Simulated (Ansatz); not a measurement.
Ge:

```xyz
2
Lattice="-2.5745 2.5745 1.3974 2.5745 -2.5745 1.3974 2.5745 2.5745 -1.3974" Properties=species:S:1:pos:R:3 pbc="T T T"
Ge    0.0000    0.0000    1.3974
Ge    2.5745    0.0000    0.6987
```

This isn't the form of Ge at room conditions, which is diamond.

| Quantity | Value |
| --- | --- |
| Program | Ansatz 0.2.0 |
| Task | relaxation of cell and atoms |
| Functional | PBEsol |
| Dispersion | D4 |
| Potentials or basis | all-electron LAPW, scalar-relativistic |
| Basis error allowed | 0.001 eV/atom |
| k mesh | 11 × 11 × 11 |
| Occupations | fermi-dirac, width 0.05 eV |
| Spin | no spin polarisation |

At the start: volume 18.52 Å³/atom.

Task: Where does the relaxation end?

Result: Over 5 steps the energy falls by 4.6 meV/atom and the volume is 17.95 Å³/atom (-3.1 %); space group I4_1/amd (No. 141, to 0.05 Å).

Step by step:
```
step  energy change (eV)  largest force (eV/Å)  volume (Å³)
   1              0.0000                0.0000        37.05
   2             -0.0082                0.0000        35.57
   3             -0.0091                0.0000        35.92
   4             -0.0091                0.0000        35.90
   5             -0.0091                0.0000        35.90
```

Final structure:
```cif
data_structure
_symmetry_space_group_name_H-M 'P 1'
_symmetry_Int_Tables_number 1
_cell_length_a 3.8612
_cell_length_b 3.8612
_cell_length_c 3.8612
_cell_angle_alpha 97.344
_cell_angle_beta 97.344
_cell_angle_gamma 138.103
_cell_volume 35.90
loop_
_atom_site_label
_atom_site_type_symbol
_atom_site_fract_x
_atom_site_fract_y
_atom_site_fract_z
_atom_site_occupancy
Ge1 Ge 0.50000 0.50000 0.00000 1
Ge2 Ge 0.25000 0.75000 0.50000 1
```
